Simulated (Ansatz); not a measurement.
Reactions of `COC(=O)CC(=O)C(C)C`.

Calculated with Ansatz (gas phase, PBE0-D4/def2-TZVP geometries, no zero-point term in ΔE). CBS: MP2 limit from def2 TZ/QZ plus the TZ coupled-cluster correction, frozen cores. This one scheme is used for every species, atoms too. For atomizations the MP2-based limit and the directly extrapolated one differ by several kJ/mol either way, and by 10 to 25 for some Ge, Se and Sn compounds, so smaller differences from it don't rank the levels. Open shells (•) are unrestricted, without spin–orbit coupling. Spin–orbit coupling would lower the free atoms: a little for C, O. Each species was taken in one conformer, which may not be the lowest.

Problem. Order these by ΔE at CCSD(T)/CBS, lowest first. (An estimate is asked.)
A. `COC(=O)CC(=O)C(C)C` → 7 C• + 12 H• + 3 O•
B. `COC(=O)CC(=O)C(C)C` + `C#CCO` → `C#CCOC(=O)OC` + `CC(=O)C(C)C`
C. `COC(=O)CC(=O)C(C)C` + `FC(F)F` → `COC(=O)CC(=O)C(F)(F)F` + `CCC`
D. `COC(=O)CC(=O)C(C)C` + CH₄ → `CC(=O)CC(=O)C(C)C` + CH₃OH

Solution. B (-18.1 kJ/mol), C (+34.4 kJ/mol), D (+57.2 kJ/mol), A (+9343.5 kJ/mol).

Largest T1 diagnostic: 0.014, for `COC(=O)CC(=O)C(F)(F)F`.
